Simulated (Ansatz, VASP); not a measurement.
## Two plane-wave programs on Ga2O

```
Ga O
1.0
     0.00000    2.50294    2.50294
     2.50294    0.00000    2.50294
     2.50294    2.50294    0.00000
Ga O
2 1
Direct
  0.25000 0.25000 0.25000
  0.75000 0.75000 0.75000
  0.00000 0.00000 0.00000
```

The cell comes from a database or a generator and needn't be the stable form of this composition.

Alike in both runs: task relaxation of cell and atoms; functional PBE; k mesh 8 × 8 × 8; occupations gaussian, width 0.1 eV; no spin polarisation.

```csv
,VASP,Ansatz
version,VASP 6.6.1,Ansatz 0.2.0
potentials or method,"VASP PAW PBE potentials, release 64 (Ga_d, O)","scalar-relativistic, plane waves, PAW"
plane-wave cutoff (eV),600,420
valence electrons in the cell,32,32
```

```tsv
	VASP	Ansatz	Ansatz less VASP
gap on the k mesh at the Fermi level, each at its own relaxed structure (eV)	none	none	-
relaxed volume (Å³/atom)	17.38	17.66	+0.274
relaxed cell length with the largest relative difference (Å)	4.194	4.216	+0.0219
energy change over the relaxation (meV/atom)	-1119	-1119	-0.1
```

A gap of «none» marks a metal or a gap that the smearing closes.

Caveats: the volume moved by over 15 % at a fixed basis, so the end points are rough.
